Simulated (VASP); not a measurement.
Wanted: the native input for a VASP 6.6.1 run.

- Task: single point
- Functional: LDA
- Potentials or basis: VASP PAW LDA potentials, release 64 (W_sv, C_s)
- Cutoff: 400 eV
- k mesh: 10 × 10 × 6
- Occupations: gaussian, width 0.05 eV
- Spin: no spin polarisation
- Further INCAR settings: ALGO = Fast; EDIFF = 1e-06; NBANDS = 23

The structure of W2C lies in POSCAR:

```
W2C
3.07
    1.000014867101      0.000000000000      0.000000000000
   -0.500007433550      0.866038279055      0.000000000000
    0.000000000000      0.000000000000      1.523917915309
W C
2 1
Direct
    0.6666666667      0.3333333333      0.2536690000
    0.3333333333      0.6666666667      0.7463310000
    0.0000000000      0.0000000000      0.0000000000
```

The cell comes from a database or a generator and needn't be the stable form of this composition.

These files were run (other wordings do the same):

INCAR

```
ALGO     = Fast           # electronic algorithm
EDIFF    = 1E-6           # SCF threshold, eV
ENCUT    = 400            # plane-wave cutoff, eV
ISIF     = 2              # what is computed and relaxed
ISMEAR   = 0              # smearing method
LASPH    = True           # aspherical terms in the spheres
LCHARG   = False          # write CHGCAR
LREAL    = False          # projectors in reciprocal space
LWAVE    = False          # write WAVECAR
NBANDS   = 23             # bands
NELM     = 80             # most SCF steps
PREC     = Accurate       # precision mode
SIGMA    = 0.05           # smearing width, eV
```

KPOINTS

```
k-points
0
Gamma
  10 10 6
```

Potentials or basis: VASP PAW LDA potentials, release 64 (W_sv, C_s).

Command:

```sh
$ cat potpaw_LDA.64/W_sv/POTCAR potpaw_LDA.64/C_s/POTCAR > POTCAR
$ mpirun -np 1 vasp_std > vasp.out
```

It gave:

```
Pressure               : -13.5 GPa
Largest force          : 0.193 eV/Å
Band gap on the k mesh : none (metal or under the smearing width)
```

It took 30 s on 1 thread of Intel(R) Xeon(R) Platinum 8488C (Sapphire Rapids), with other jobs on the host, peak memory 0.14 GiB.
